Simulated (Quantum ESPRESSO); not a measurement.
# TaN (Fm-3m) in Quantum ESPRESSO: a series of runs

Aim: see how the results for TaN move with the level of theory and the settings. Levels: LDA, LDA+U. Tasks: phonon dispersion, Wannier functions, Hubbard U by linear response.

All numbers are computed with Quantum ESPRESSO 7.5; they aren't measurements. Logs are shortened: lines on timing, memory, paths and dates and some standing lists are left out, and cuts for length are marked.

## (1) The crystal as given

Symmetry: Fm-3m, No. 225, cubic system. The conventional cell has a = 4.423 Å, b = 4.423 Å, c = 4.423 Å, α = 90.00°, β = 90.00°, γ = 90.00°. Ta (site symmetry m-3m) has 6 N at 2.21 Å as nearest neighbours. Around N (site symmetry m-3m) lie 6 Ta at 2.21 Å.

The cell comes from a database or a generator and needn't be the stable form of this composition.

## (2) Phonon dispersion, LDA

File pw.in:

```
&CONTROL
  calculation = 'scf'
  prefix = 'pwscf'
  outdir = './tmp'
  pseudo_dir = './pseudo'
  tprnfor = .true.
  tstress = .true.
  disk_io = 'low'
/
&SYSTEM
  ibrav = 0
  nat = 2
  ntyp = 2
  ecutwfc = 40
  ecutrho = 240
  nbnd = 15
  occupations = 'smearing'
  smearing = 'mp'
  degauss = 0.01469973
/
&ELECTRONS
  conv_thr = 4d-10
  electron_maxstep = 120
  mixing_beta = 0.5
/
ATOMIC_SPECIES
Ta   180.9479 Ta.LDA_PW-JTH.UPF
N     14.0070 N.LDA_PW-JTH.UPF
CELL_PARAMETERS angstrom
   0.0000000000    2.2113230000    2.2113230000
   2.2113230000    0.0000000000    2.2113230000
   2.2113230000    2.2113230000    0.0000000000
ATOMIC_POSITIONS crystal
Ta     0.5000000000    0.5000000000    0.5000000000
N      0.0000000000    0.0000000000    0.0000000000
K_POINTS automatic
10 10 10 0 0 0
```

File relax.in:

```
&CONTROL
  calculation = 'vc-relax'
  prefix = 'pwscf'
  outdir = './tmp'
  pseudo_dir = './pseudo'
  tprnfor = .true.
  tstress = .true.
  disk_io = 'low'
  nstep = 40
  forc_conv_thr = 0.0001
  etot_conv_thr = 1d-06
/
&SYSTEM
  ibrav = 0
  nat = 2
  ntyp = 2
  ecutwfc = 40
  ecutrho = 240
  nbnd = 15
  occupations = 'smearing'
  smearing = 'mp'
  degauss = 0.01469973
/
&ELECTRONS
  conv_thr = 4d-10
  electron_maxstep = 120
  mixing_beta = 0.5
/
&IONS
  ion_dynamics = 'bfgs'
/
&CELL
  cell_dynamics = 'bfgs'
  press = 0
  press_conv_thr = 0.2
/
ATOMIC_SPECIES
Ta   180.9479 Ta.LDA_PW-JTH.UPF
N     14.0070 N.LDA_PW-JTH.UPF
CELL_PARAMETERS angstrom
   0.0000000000    2.2113230000    2.2113230000
   2.2113230000    0.0000000000    2.2113230000
   2.2113230000    2.2113230000    0.0000000000
ATOMIC_POSITIONS crystal
Ta     0.5000000000    0.5000000000    0.5000000000
N      0.0000000000    0.0000000000    0.0000000000
K_POINTS automatic
10 10 10 0 0 0
```

File scf2.in:

```
&CONTROL
  calculation = 'scf'
  prefix = 'pwscf'
  outdir = './tmp'
  pseudo_dir = './pseudo'
  tprnfor = .true.
  tstress = .true.
  disk_io = 'low'
/
&SYSTEM
  ibrav = 0
  nat = 2
  ntyp = 2
  ecutwfc = 40
  ecutrho = 240
  nbnd = 15
  occupations = 'smearing'
  smearing = 'mp'
  degauss = 0.01469973
/
&ELECTRONS
  conv_thr = 1d-13
  electron_maxstep = 120
  mixing_beta = 0.5
  startingpot = 'file'
  startingwfc = 'file'
/
ATOMIC_SPECIES
Ta   180.9479 Ta.LDA_PW-JTH.UPF
N     14.0070 N.LDA_PW-JTH.UPF
CELL_PARAMETERS angstrom
   0.0000000000    2.1659387243    2.1659387243
   2.1659387243    0.0000000000    2.1659387243
   2.1659387243    2.1659387243    0.0000000000
ATOMIC_POSITIONS crystal
Ta     0.5000000000    0.5000000000    0.5000000000
N      0.0000000000    0.0000000000    0.0000000000
K_POINTS automatic
10 10 10 0 0 0
```

File ph.in:

```
phonon_bands of TaN
&INPUTPH
  prefix = 'pwscf'
  outdir = './tmp'
  tr2_ph = 1d-16
  fildyn = 'dyn'
  niter_ph = 60
  alpha_mix(1) = 0.4
  ldisp = .true.
  nq1 = 2
  nq2 = 2
  nq3 = 2
/
```

File q2r.in:

```
&INPUT
  fildyn = 'dyn'
  zasr = 'crystal'
  flfrc = 'fc'
/
```

File matdyn.in:

```
&INPUT
  asr = 'crystal'
  flfrc = 'fc'
  flfrq = 'freq'
  q_in_cryst_coord = .true.
  flvec = ' '
/
80
 0.0000000000  0.0000000000  0.0000000000
 0.0454545455  0.0000000000  0.0454545455
 0.0909090909  0.0000000000  0.0909090909
 0.1363636364  0.0000000000  0.1363636364
 0.1818181818  0.0000000000  0.1818181818
 0.2272727273  0.0000000000  0.2272727273
 0.2727272727  0.0000000000  0.2727272727
 0.3181818182  0.0000000000  0.3181818182
 0.3636363636  0.0000000000  0.3636363636
 0.4090909091  0.0000000000  0.4090909091
 0.4545454545  0.0000000000  0.4545454545
 0.5000000000  0.0000000000  0.5000000000
 0.5000000000  0.0500000000  0.5500000000
 0.5000000000  0.1000000000  0.6000000000
 0.5000000000  0.1500000000  0.6500000000
 0.5000000000  0.2000000000  0.7000000000
 0.5000000000  0.2500000000  0.7500000000
 0.4687500000  0.2812500000  0.7500000000
 0.4375000000  0.3125000000  0.7500000000
 0.4062500000  0.3437500000  0.7500000000
 0.3750000000  0.3750000000  0.7500000000
 0.3461538462  0.3461538462  0.6923076923
 0.3173076923  0.3173076923  0.6346153846
 0.2884615385  0.2884615385  0.5769230769
 0.2596153846  0.2596153846  0.5192307692
 0.2307692308  0.2307692308  0.4615384615
 0.2019230769  0.2019230769  0.4038461538
 0.1730769231  0.1730769231  0.3461538462
 0.1442307692  0.1442307692  0.2884615385
 0.1153846154  0.1153846154  0.2307692308
 0.0865384615  0.0865384615  0.1730769231
 0.0576923077  0.0576923077  0.1153846154
 0.0288461538  0.0288461538  0.0576923077
 0.0000000000  0.0000000000  0.0000000000
 0.0454545455  0.0454545455  0.0454545455
 0.0909090909  0.0909090909  0.0909090909
 0.1363636364  0.1363636364  0.1363636364
 0.1818181818  0.1818181818  0.1818181818
 0.2272727273  0.2272727273  0.2272727273
 0.2727272727  0.2727272727  0.2727272727
 0.3181818182  0.3181818182  0.3181818182
 0.3636363636  0.3636363636  0.3636363636
 0.4090909091  0.4090909091  0.4090909091
 0.4545454545  0.4545454545  0.4545454545
 0.5000000000  0.5000000000  0.5000000000
 0.5178571429  0.4642857143  0.5178571429
 0.5357142857  0.4285714286  0.5357142857
 0.5535714286  0.3928571429  0.5535714286
 0.5714285714  0.3571428571  0.5714285714
 0.5892857143  0.3214285714  0.5892857143
 0.6071428571  0.2857142857  0.6071428571
 0.6250000000  0.2500000000  0.6250000000
 0.5937500000  0.2500000000  0.6562500000
 0.5625000000  0.2500000000  0.6875000000
 0.5312500000  0.2500000000  0.7187500000
 0.5000000000  0.2500000000  0.7500000000
 0.5000000000  0.2750000000  0.7250000000
 0.5000000000  0.3000000000  0.7000000000
 0.5000000000  0.3250000000  0.6750000000
 0.5000000000  0.3500000000  0.6500000000
 0.5000000000  0.3750000000  0.6250000000
 0.5000000000  0.4000000000  0.6000000000
 0.5000000000  0.4250000000  0.5750000000
 0.5000000000  0.4500000000  0.5500000000
 0.5000000000  0.4750000000  0.5250000000
 0.5000000000  0.5000000000  0.5000000000
 0.4861111111  0.4861111111  0.5277777778
 0.4722222222  0.4722222222  0.5555555556
 0.4583333333  0.4583333333  0.5833333333
 0.4444444444  0.4444444444  0.6111111111
 0.4305555556  0.4305555556  0.6388888889
 0.4166666667  0.4166666667  0.6666666667
 0.4027777778  0.4027777778  0.6944444444
 0.3888888889  0.3888888889  0.7222222222
 0.3750000000  0.3750000000  0.7500000000
 0.6250000000  0.2500000000  0.6250000000
 0.5937500000  0.1875000000  0.5937500000
 0.5625000000  0.1250000000  0.5625000000
 0.5312500000  0.0625000000  0.5312500000
 0.5000000000  0.0000000000  0.5000000000
```

File matdyn_dos.in:

```
&INPUT
  asr = 'crystal'
  flfrc = 'fc'
  dos = .true.
  fldos = 'phdos'
  nk1 = 15
  nk2 = 15
  nk3 = 15
  deltaE = 3
  flvec = ' '
  flfrq = ' '
/
```

Potentials or basis: JTH 2.0 LDA.

The run is started by

```
OMP_NUM_THREADS=1 pw.x -in pw.in > pw.out
OMP_NUM_THREADS=1 pw.x -in relax.in > relax.out
OMP_NUM_THREADS=1 pw.x -in scf2.in > scf2.out
OMP_NUM_THREADS=1 ph.x -in ph.in > ph.out
OMP_NUM_THREADS=1 q2r.x -in q2r.in > q2r.out
OMP_NUM_THREADS=1 matdyn.x -in matdyn.in > matdyn.out
OMP_NUM_THREADS=1 matdyn.x -in matdyn_dos.in > matdyn_dos.out
```

pw.out:

```text
This program is part of the open-source Quantum ESPRESSO suite
     for quantum simulation of materials; please cite
         "P. Giannozzi et al., J. Phys.:Condens. Matter 21 395502 (2009);
         "P. Giannozzi et al., J. Phys.:Condens. Matter 29 465901 (2017);
         "P. Giannozzi et al., J. Chem. Phys. 152 154105 (2020);
     in publications or presentations arising from this work. More details at

     file Ta.LDA_PW-JTH.UPF: wavefunction(s)  5S 6S 5P 6P 5D 0D renormalized
     file N.LDA_PW-JTH.UPF: wavefunction(s)  0S 0P renormalized
     Message from routine setup:
     using ibrav=0 with symmetry is DISCOURAGED, use correct ibrav instead

     G-vector sticks info
     --------------------
     sticks:   dense  smooth     PW     G-vecs:    dense   smooth      PW
     Sum         583     379    121                 9257     5029     941

     Using Slab Decomposition

     bravais-lattice index     =            0
     lattice parameter (alat)  =       5.9097  a.u.
     unit-cell volume          =     145.9430 (a.u.)^3
     number of atoms/cell      =            2
     number of atomic types    =            2
     number of electrons       =        18.00
     number of Kohn-Sham states=           15
     kinetic-energy cutoff     =      40.0000  Ry
     charge density cutoff     =     240.0000  Ry
     scf convergence threshold =      4.0E-10
     mixing beta               =       0.5000
     number of iterations used =            8  plain     mixing
     Exchange-correlation= SLA PW NOGX NOGC
                           (   1   4   0   0   0   0   0)

     celldm(1)=   5.909708  celldm(2)=   0.000000  celldm(3)=   0.000000
     celldm(4)=   0.000000  celldm(5)=   0.000000  celldm(6)=   0.000000

     crystal axes: (cart. coord. in units of alat)
               a(1) = (   0.000000   0.707107   0.707107 )
               a(2) = (   0.707107   0.000000   0.707107 )
               a(3) = (   0.707107   0.707107   0.000000 )

     reciprocal axes: (cart. coord. in units 2 pi/alat)
               b(1) = ( -0.707107  0.707107  0.707107 )
               b(2) = (  0.707107 -0.707107  0.707107 )
               b(3) = (  0.707107  0.707107 -0.707107 )

     PseudoPot. # 1 for Ta read from file:
     Ta.LDA_PW-JTH.UPF
     Pseudo is Projector augmented-wave + core cor, Zval = 13.0
     Generated using ATOMPAW code
     Shape of augmentation charge: SINC**2
     Using radial grid of 1120 points,  6 beta functions with:
                l(1) =   0
                l(2) =   0
                l(3) =   1
                l(4) =   1
                l(5) =   2
                l(6) =   2
     Q(r) pseudized with 0 coefficients

     PseudoPot. # 2 for N  read from file:
     N.LDA_PW-JTH.UPF
     Pseudo is Projector augmented-wave + core cor, Zval =  5.0
     Generated using ATOMPAW code
     Shape of augmentation charge: SINC**2
     Using radial grid of  933 points,  4 beta functions with:
                l(1) =   0
                l(2) =   0
                l(3) =   1
                l(4) =   1
     Q(r) pseudized with 0 coefficients

     atomic species   valence    mass     pseudopotential
     Ta               13.00   180.94790     Ta( 1.00)
     N                 5.00    14.00700     N ( 1.00)

     48 Sym. Ops., with inversion, found

   Cartesian axes

     site n.     atom                  positions (alat units)
         1        Ta     tau(   1) = (   0.7071068   0.7071068   0.7071068  )
         2        N      tau(   2) = (   0.0000000   0.0000000   0.0000000  )

     number of k points=    47  Methfessel-Paxton smearing, width (Ry)=  0.0147
                       cart. coord. in units 2pi/alat
        k(    1) = (   0.0000000   0.0000000   0.0000000), wk =   0.0020000
        k(    2) = (   0.0707107   0.0707107  -0.0707107), wk =   0.0160000
        k(    3) = (   0.1414214   0.1414214  -0.1414214), wk =   0.0160000
        k(    4) = (   0.2121320   0.2121320  -0.2121320), wk =   0.0160000
        k(    5) = (   0.2828427   0.2828427  -0.2828427), wk =   0.0160000
        k(    6) = (  -0.3535534  -0.3535534   0.3535534), wk =   0.0080000
[... 39 lines left out ...]
        k(   46) = (  -0.0707107  -0.3535534   0.6363961), wk =   0.0480000
        k(   47) = (  -0.7071068   0.2828427   0.0000000), wk =   0.0240000

     Dense  grid:     9257 G-vectors     FFT dimensions: (  30,  30,  30)

     Smooth grid:     5029 G-vectors     FFT dimensions: (  24,  24,  24)

     Check: negative core charge=   -0.000008

     Initial potential from superposition of free atoms

     starting charge      17.9993, renormalised to      18.0000
     Starting wfcs are   26 randomized atomic wfcs

     Self-consistent Calculation

     iteration #  1     ecut=    40.00 Ry     beta= 0.50
     Davidson diagonalization with overlap
     ethr =  1.00E-02,  avg # of iterations =  2.8

     total energy              =    -736.17645699 Ry
     estimated scf accuracy    <       0.47982897 Ry

     iteration #  2     ecut=    40.00 Ry     beta= 0.50
     Davidson diagonalization with overlap
     ethr =  2.67E-03,  avg # of iterations =  2.0
[... 64 lines left out ...]
     total energy              =    -736.36419741 Ry
     estimated scf accuracy    <          1.0E-09 Ry

     iteration # 12     ecut=    40.00 Ry     beta= 0.50
     Davidson diagonalization with overlap
     ethr =  5.37E-12,  avg # of iterations =  1.1

     End of self-consistent calculation

          k = 0.0000 0.0000 0.0000 (   609 PWs)   bands (ev):

   -48.8905 -15.0970 -15.0970 -15.0970   2.1620  16.9236  16.9236  16.9236
    18.5655  18.5655  18.5655  20.6408  20.6408  22.1755  30.1123

          k = 0.0707 0.0707-0.0707 (   618 PWs)   bands (ev):

   -48.8856 -15.1791 -15.1047 -15.1047   2.3952  15.8273  16.1757  16.1757
    18.9169  18.9169  18.9979  21.5556  21.5556  22.8634  30.8263

          k = 0.1414 0.1414-0.1414 (   628 PWs)   bands (ev):
[... 131 lines left out ...]
   -48.8234 -15.7533 -15.3931 -15.3485   3.5711  13.8539  14.7201  15.7118
    16.6941  23.1753  23.8508  23.8977  25.1951  27.5401  29.8844

          k = 0.0000-0.5657 0.5657 (   628 PWs)   bands (ev):

   -48.8224 -15.7070 -15.4935 -15.3223   3.8364  13.6277  13.9954  14.9715
    17.7670  23.3739  23.4498  24.6723  25.2454  28.1158  30.4478

          k =-0.7071 0.0000 0.0000 (   636 PWs)   bands (ev):

   -48.8218 -15.7836 -15.3664 -15.3664   3.4283  14.1091  15.3001  16.1037
    16.1037  22.6395  24.0800  24.0800  25.0633  27.1392  29.4944

          k = 0.2828 0.1414 0.0000 (   616 PWs)   bands (ev):

   -48.8624 -15.4558 -15.2221 -15.1488   3.3981  12.9408  14.8067  15.1890
    18.3724  21.0633  21.4155  22.0465  24.0373  26.7904  33.7129

          k = 0.3536 0.2121-0.0707 (   620 PWs)   bands (ev):

   -48.8485 -15.6251 -15.2811 -15.1740   4.0063  12.1242  13.9771  14.5179
    19.0465  21.6927  22.4847  23.3022  25.5545  27.8900  32.6058

          k =-0.2828-0.4243 0.5657 (   627 PWs)   bands (ev):
[... 41 lines left out ...]
   -48.8234 -15.6961 -15.4720 -15.3411   3.9240  13.4186  14.0281  14.5460
    18.3527  22.5961  23.8813  24.3186  25.5583  28.6423  30.6480

          k = 0.0000-0.4243 0.5657 (   625 PWs)   bands (ev):

   -48.8240 -15.6076 -15.5947 -15.3044   4.1894  12.7075  13.9397  14.1515
    19.6195  21.6552  23.5489  24.7639  25.8996  29.8880  31.6345

          k =-0.7071 0.1414 0.0000 (   630 PWs)   bands (ev):

   -48.8218 -15.7447 -15.4073 -15.3741   3.6358  14.0470  14.5854  14.9712
    17.3623  23.3588  23.4835  24.0846  25.3595  27.6502  30.0409

          k =-0.1414-0.4243 0.7071 (   635 PWs)   bands (ev):

   -48.8260 -15.6704 -15.4829 -15.3179   4.1520  12.7306  14.0108  14.0943
    19.4662  21.7762  23.7138  24.0976  26.2614  29.5640  30.9428

          k =-0.0707-0.3536 0.6364 (   630 PWs)   bands (ev):

   -48.8234 -15.6329 -15.5407 -15.3443   4.1693  12.8652  13.9368  14.0587
    20.4929  20.5629  23.8897  24.8234  25.3854  30.2948  31.5410

          k =-0.7071 0.2828 0.0000 (   632 PWs)   bands (ev):

   -48.8217 -15.6421 -15.5132 -15.3866   4.0089  13.5334  13.9639  14.0804
    19.3723  21.5562  24.0914  24.3613  25.1565  29.7307  31.4958

     the Fermi energy is    20.6663 ev

!    total energy              =    -736.36419741 Ry
     total all-electron energy =      -736.364197 Ry
     estimated scf accuracy    <          1.4E-10 Ry
     smearing contrib. (-TS)   =      -0.00008463 Ry
     internal energy E=F+TS    =    -736.36411278 Ry

     The total energy is F=E-TS. E is the sum of the following terms:
     one-electron contribution =      -2.31378553 Ry
     hartree contribution      =      16.21621134 Ry
     xc contribution           =     -32.82694213 Ry
     ewald contribution        =    -123.37630301 Ry
     one-center paw contrib.   =    -594.06329344 Ry

     convergence has been achieved in  12 iterations

     Forces acting on atoms (cartesian axes, Ry/au):

     atom    1 type  1   force =     0.00000000    0.00000000   -0.00000000
     atom    2 type  2   force =     0.00000000    0.00000000   -0.00000000

     Total force =     0.000000     Total SCF correction =     0.000000

     Computing stress (Cartesian axis) and pressure

          total   stress  (Ry/bohr**3)                   (kbar)     P=     -222.00
  -0.00150914   0.00000000   0.00000000         -222.00        0.00        0.00
   0.00000000  -0.00150914   0.00000000            0.00     -222.00        0.00
   0.00000000   0.00000000  -0.00150914            0.00        0.00     -222.00

=------------------------------------------------------------------------------=
   JOB DONE.
=------------------------------------------------------------------------------=
```

It took 12 min on 1 thread of Arm Neoverse V1, shared host; peak memory 0.09 GiB.

Results:

* Free energy: -10018.8074 eV
* Band gap on the k mesh: none (metal or under the smearing width)
* Highest phonon frequency: 620 cm⁻¹
* Most unstable mode: 290i cm⁻¹

Phonon frequencies in cm⁻¹ (negative: imaginary):
```csv
q point,frequencies
"(0.000, 0.000, 0.000)",0 0 0 433 433 433
"(0.318, 0.000, 0.318)",-159 8 8 470 519 519
"(0.500, 0.150, 0.650)",-237 -121 95 495 513 515
"(0.346, 0.346, 0.692)",-186 62 76 524 532 552
"(0.144, 0.144, 0.288)",51 104 115 486 514 521
"(0.091, 0.091, 0.091)",49 49 51 443 449 449
"(0.409, 0.409, 0.409)",115 115 140 552 607 607
"(0.589, 0.321, 0.589)",-158 74 89 527 549 564
"(0.500, 0.275, 0.725)",-171 -171 128 520 523 530
"(0.500, 0.450, 0.550)",100 110 135 556 611 612
"(0.431, 0.431, 0.639)",-105 91 108 537 572 582
"(0.562, 0.125, 0.562)",-269 -66 -65 475 497 503
```

Phonon frequencies at the corners of the path (cm⁻¹, interpolated; i marks imaginary ones):
| point | frequencies |
| --- | --- |
| Γ | 0 0 0 433 433 433 |
| X | 290i 83i 83i 460 489 489 |
| W | 175i 175i 128 521 521 526 |
| K | 216i 35 48 512 516 537 |
| L | 117 117 143 561 620 620 |
| U | 216i 35 48 512 516 537 |

Phonon states per cell in windows of 50 cm⁻¹ (negative: imaginary):
```csv
from (cm⁻¹),total,Ta,N
-300,0.03,0.02,0.01
-250,0.11,0.09,0.02
-200,0.19,0.16,0.02
-150,0.24,0.22,0.02
-100,0.31,0.29,0.02
-50,0.25,0.23,0.01
0,0.29,0.28,0.01
50,0.76,0.74,0.02
100,0.82,0.82,0.01
150,0.00,0.00,0.00
200,0.00,0.00,0.00
250,0.00,0.00,0.00
300,0.00,0.00,0.00
350,0.00,0.00,0.00
400,0.02,0.00,0.02
450,0.40,0.03,0.36
500,1.64,0.08,1.56
550,0.89,0.02,0.86
600,0.06,0.00,0.06
```

Caveat: some modes are imaginary; the cutoff is too short for stress, so the log's stress isn't used; the cutoff is low for these files, which shifts pressure and relaxed volume; the q mesh is small, so phonon branches between its points and thermal values are rough. The run has no spin-orbit coupling, so splittings on Ta are missing.

(Continued in part 2 of 3.)
